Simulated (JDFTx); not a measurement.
The system is Se.

```
CELL_PARAMETERS angstrom
4.36620 0.00000 0.00000
-2.18310 3.78124 0.00000
0.00000 0.00000 4.95360
ATOMIC_POSITIONS crystal
Se 0.77460 0.77460 0.00000
Se 0.00000 0.22540 0.66667
Se 0.22540 0.00000 0.33333
```

- Program: JDFTx 1.7.0 (patched build)
- Task: relaxation of cell and atoms
- Functional: RPBE
- Potentials or basis: PseudoDojo-SR-PBE-0.5-standard
- Cutoff: 1170 eV
- Density cutoff: 9361 eV
- k mesh: 4 × 4 × 3
- Occupations: fermi-dirac, width 0.05 eV
- Spin: no spin polarisation

At the start: pressure 4.9 GPa; volume 27.26 Å³/atom.

Q: Where does the relaxation end?

A: Over 23 steps the energy falls by 56.7 meV/atom and the volume is 32.53 Å³/atom (+19.3 %); space group P3_121 (No. 152, to 0.05 Å).

Step by step:
```csv
step,energy change (eV),largest force (eV/Å),pressure (GPa),volume (Å³)
1,0.0000,0.4662,4.88,81.78
2,-0.0157,0.3437,4.32,82.12
3,-0.0533,0.0053,2.60,83.57
4,-0.0683,0.1125,1.88,84.62
5,-0.0829,0.2187,1.16,86.00
6,-0.1009,0.3654,0.05,88.71
7,-0.1098,0.4772,-0.92,91.84
8,-0.1157,0.4419,-0.88,92.30
9,-0.1212,0.4107,-0.88,92.92
10,-0.1278,0.4236,-1.33,95.36
11,-0.1468,0.1958,-2.05,102.02
12,-0.1586,0.1235,-0.68,100.77
13,-0.1588,0.3567,1.24,97.00
14,-0.1588,0.3569,1.24,97.00
15,-0.1631,0.2746,0.97,97.12
16,-0.1696,0.0482,0.20,97.48
17,-0.1699,0.0075,0.05,97.56
18,-0.1700,0.0002,0.02,97.58
19,-0.1700,0.0021,0.01,97.60
20,-0.1701,0.0062,-0.03,97.63
21,-0.1702,0.0031,-0.02,97.62
22,-0.1702,0.0014,0.00,97.58
23,-0.1702,0.0013,0.00,97.58
```

Final structure:
```
Se
1.0
     4.70218    0.00000    0.00000
    -2.35109    4.07221    0.00000
     0.00000    0.00000    5.09593
Se
3
Direct
  0.79179 0.79179 0.00000
  0.00000 0.20821 0.66667
  0.20821 0.00000 0.33333
```

Caveat: the k mesh is coarse (spacing up to 0.42 Å⁻¹), so the values aren't converged; the volume moved by over 15 % at a fixed basis, so the end points are rough; the plane waves are those of the starting cell, so after so large a change of volume the result is rough; the potentials were made for another functional, which shifts forces and pressure; the volume moved by +19 % from the deposited cell, more than functionals usually miss.
